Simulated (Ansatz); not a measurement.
# Eigenvalues along a path: V (simple hexagonal type)

```
V
1.0
     1.91135    0.00000    0.00000
    -0.95567    1.65527    0.00000
     0.00000    0.00000    1.79526
V
1
Direct
  0.00000 0.00000 0.00000
```

The cell comes from a relaxation on PAW files under the same functional, begun from a prototype that needn't be the stable phase.

Computed with Ansatz 0.2.0; functional PBE, scalar-relativistic. Settings: a Γ-centred 17×17×15 k mesh, Fermi–Dirac smearing of 0.05 eV, no spin polarisation. Methods: LAPW: all electrons, basis error target 1 meV/atom.

This run: volume at 0.4 of the series' base cell.

The structure type is held throughout; the real material can change phase at far lower pressure.

Path points, in fractions of the reciprocal vectors: Γ (0.000, 0.000, 0.000), M (0.500, 0.000, 0.000), K (0.333, 0.333, 0.000), A (0.000, 0.000, 0.500), L (0.500, 0.000, 0.500), H (0.333, 0.333, 0.500). Levels in eV from the Fermi level; bands 9 to 13, counted from the lowest band of the run. The gap is zero, the pressure 772.9 GPa.

```
# k(1/Å) point b9 b10 b11 b12 b13
0.000 Γ -7.92 -4.73 -1.31 -1.31 9.04
0.474 - -7.21 -3.87 -2.02 -0.01 7.81
0.949 - -6.79 -4.95 1.57 3.41 5.27
1.423 - -8.61 -3.58 3.09 5.92 7.52
1.898 M -9.36 -2.78 2.25 7.66 7.75
2.172 - -8.51 -2.73 2.38 6.17 7.30
2.446 - -6.29 -2.58 2.77 3.82 6.38
2.720 - -3.55 -2.35 1.44 3.40 5.23
2.994 K -2.59 -0.75 -0.75 4.20 4.20
3.542 - -3.90 -3.36 0.92 3.42 6.06
4.089 - -5.17 -4.62 -0.86 4.80 6.74
4.637 - -7.00 -3.22 -2.88 0.73 7.49
5.185 Γ -7.92 -4.73 -1.31 -1.31 9.04
5.623 - -6.40 -3.45 -1.06 -1.06 7.90
6.060 - -4.24 -0.41 -0.41 0.57 5.45
6.498 - -2.14 0.30 0.30 3.30 3.30
6.935 A -0.96 0.62 0.62 2.47 2.47
7.410 - -2.47 -0.85 1.08 1.82 1.97
7.884 - -7.55 -3.13 0.85 4.93 5.31
8.359 - -11.22 -5.01 -0.14 8.53 10.10
8.833 L -12.59 -5.70 -0.52 10.27 12.47
9.107 - -12.36 -4.92 -1.77 9.36 12.35
9.381 - -11.68 -4.36 -2.82 7.26 12.02
9.655 - -10.56 -6.98 -0.04 4.84 11.58
9.929 H -9.05 -9.05 2.54 2.54 11.33
10.477 - -10.58 -5.15 -0.78 3.89 12.03
11.025 - -8.35 -1.72 -1.03 2.11 8.73
11.573 - -3.26 -0.50 0.31 1.68 2.82
12.120 A -0.96 0.62 0.62 2.47 2.47
```
